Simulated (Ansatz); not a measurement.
## MgO (Fm-3m), one atom moved over a plane

Theory: Ansatz, DFT r2SCAN, scalar-relativistic, plane waves, PAW. Cutoff 500 eV, Γ-centred 10×10×10 k-points, Gaussian smearing of 0.05 eV. No spin polarisation. Energies are free energies at this smearing, counted from the undisturbed cell; pressure is positive in compression.

The starting cell (as given, not relaxed at this level; it stands at -7.1 GPa):

```
CELL_PARAMETERS angstrom
0.00000 2.13515 2.13515
2.13515 0.00000 2.13515
2.13515 2.13515 0.00000
ATOMIC_POSITIONS crystal
Mg 0.00000 0.00000 0.00000
O 0.50000 0.50000 0.50000
```

Atom 2 (O) is moved by p along (0.707, 0.707, 0.000) and q along (0.000, 0.000, 1.000) (Å), all else fixed. Points are written (p, q).

Energy above the undisturbed cell in eV/cell (a dash: not computed):

| p \ q | -0.600 | -0.300 | 0.000 | 0.300 | 0.600 |
| --- | --- | --- | --- | --- | --- |
| -0.600 | 1.55 | 0.96 | ? | 0.96 | 1.55 |
| -0.300 | 1.94 | 0.41 | 0.22 | 0.41 | 1.94 |
| 0.000 | ? | 0.27 | 0.00 | 0.27 | ? |
| 0.300 | 1.94 | 0.41 | 0.22 | 0.41 | 1.94 |
| 0.600 | 1.55 | 0.96 | ? | 0.96 | 1.55 |

Fill in the withheld energies.

(-0.600, 0.000): 1.00; (0.000, -0.600): 2.18; (0.000, 0.600): 2.18; (0.600, 0.000): 1.00.